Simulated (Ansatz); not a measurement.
Here is the system:

LiI (rock salt)

```yaml
crystal:
  lattice:
    - [0.00000, 2.95164, 2.95164]
    - [2.95164, 0.00000, 2.95164]
    - [2.95164, 2.95164, 0.00000]
  atoms:
    - { symbol: I, position: [0.00000, 0.00000, 0.00000] }
    - { symbol: Li, position: [0.50000, 0.50000, 0.50000] }
```

In this cell atom 2 (Li, nearest neighbour I at 2.952 Å; its periodic images, 4.2 Å or more away, move with it) is moved by s towards the nearest neighbour, unit vector (0.000, 0.000, 1.000); all other atoms and the cell stay fixed.

Level of theory: PBEsol (plane waves to 420 eV, PAW, scalar-relativistic; Ansatz, a quantum-chemistry and plane-wave program). k mesh 8×8×8 (Γ-centred), Fermi-Dirac smearing 0.05 eV. E stands for the smeared free energy. LiI was relaxed with its symmetry unable to fall. Spin-orbit coupling is left out, though I is heavy. The zero of ΔE is the undisplaced structure.

The scan covers s from -0.300 to 0.300 Å in 11 points.

Question: Is the energy the same for equal positive and negative displacements?

Answer: Even: the same for both signs. With its periodic images moving along, the atom's site symmetry in this cell is m-3m.

Question: What force acts on the atom along the line at s = -0.300 Å?

Answer: 0.301 eV/Å.

Question: What is the energy change at s = 0.300 Å?

Answer: 36.1 meV/cell.

Question: What is the force constant k = d²E/ds² of this move at s = 0?

Answer: 0.60 eV/Å².

Question: With two atoms in the cell this is the zone-centre optical mode. What wavenumber follows (transverse: no LO-TO term)?

Answer: 158 cm⁻¹.

(For displaced atoms, the force is minus the slope of the energy, and its curvature is a force constant, which sets phonon frequencies.)
